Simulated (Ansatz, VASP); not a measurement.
# One calculation of Te, two programs

Contents of POSCAR:

```
Te
1.0
    5.1590314736      0.0000000000      0.0000000000
   -2.5795157368      4.4678523151      0.0000000000
    0.0000000000      0.0000000000      6.3670978394
Te
4
Direct
    0.0000000000      0.0000000000      0.2500000000
    0.0000000000      0.0000000000      0.7500000000
    0.3333333333      0.6666666667      0.7500000000
    0.6666666667      0.3333333333      0.2500000000
```

INCAR.step1

```
SYSTEM = Te
ALGO = Normal ; EDIFF = 1E-4
ENCUT = 600 ; GGA = PE
ISMEAR = 0 ; LASPH = .TRUE.
LCHARG = .FALSE. ; LREAL = .FALSE.
LWAVE = .TRUE. ; NELM = 100
PREC = Accurate ; SIGMA = 0.1
```

File INCAR.step2:

```
SYSTEM = Te
ALGO = Normal ; EDIFF = 1E-6
EDIFFG = -0.04 ; ENCUT = 600
IBRION = 2 ; ISIF = 3
ISMEAR = 0 ; ISTART = 1
LASPH = .TRUE. ; LCHARG = .FALSE.
LMIXTAU = .TRUE. ; LREAL = .FALSE.
LWAVE = .FALSE. ; METAGGA = R2SCAN
NELM = 100 ; NSW = 90
PREC = Accurate ; SIGMA = 0.1
```

The input KPOINTS:

```
k-points
0
G
  6 6 4
  0 0 0
```

Input for Ansatz:

```yaml
crystal:
  lattice:
    - [5.1590314736, 0.0, 0.0]
    - [-2.5795157368, 4.4678523151, 0.0]
    - [0.0, 0.0, 6.3670978394]
  atoms:
    - { symbol: Te, position: [0.0, 0.0, 0.25] }
    - { symbol: Te, position: [0.0, 0.0, 0.75] }
    - { symbol: Te, position: [0.3333333333, 0.6666666667, 0.75] }
    - { symbol: Te, position: [0.6666666667, 0.3333333333, 0.25] }
basis:
  ecutwfc: 500
kpoints:
  mp_grid: { grid: [6, 6, 4] }
hamiltonian:
  xc: r2scan
scf:
  occupations: { method: gaussian, width: 0.1 }
  lower_state_search: "off"
output:
  forces: true
  stress: true
  eigenvalues: true
relax:
  adjacent_minimum: "off"
  f_tol: 0.04
  max_steps: 70
  cell: { stress_tol: 0.4 }
```

Alike in both runs: task relaxation of cell and atoms; functional r2SCAN; k mesh 6 × 6 × 4; occupations gaussian, width 0.1 eV; no spin polarisation.

```csv
,VASP,Ansatz
version,VASP 6.6.1,Ansatz 0.2.0
potentials or method,"VASP PAW PBE potentials, release 64 (Te)","scalar-relativistic, plane waves, PAW"
plane-wave cutoff (eV),600,500
valence electrons in the cell,24,64
```

```csv
,VASP,Ansatz,Ansatz less VASP
"gap on the k mesh at the Fermi level, each at its own relaxed structure (eV)",none,none,-
relaxed volume (Å³/atom),36.52,36.60,+0.081
relaxed cell length with the largest relative difference (Å),5.267,5.273,+0.0060
energy change over the relaxation (meV/atom),-24,-24,+0.1
```

A gap of «none» marks a metal or a gap that the smearing closes. The two sets of potentials don't hold the same shells in valence.

Caveats: the bands computed are all filled at some k points, so no gap is given; the PAW data sets were made with another functional, which shifts forces and pressure a little (VASP). The runs have no spin-orbit coupling, so splittings on Te are missing.
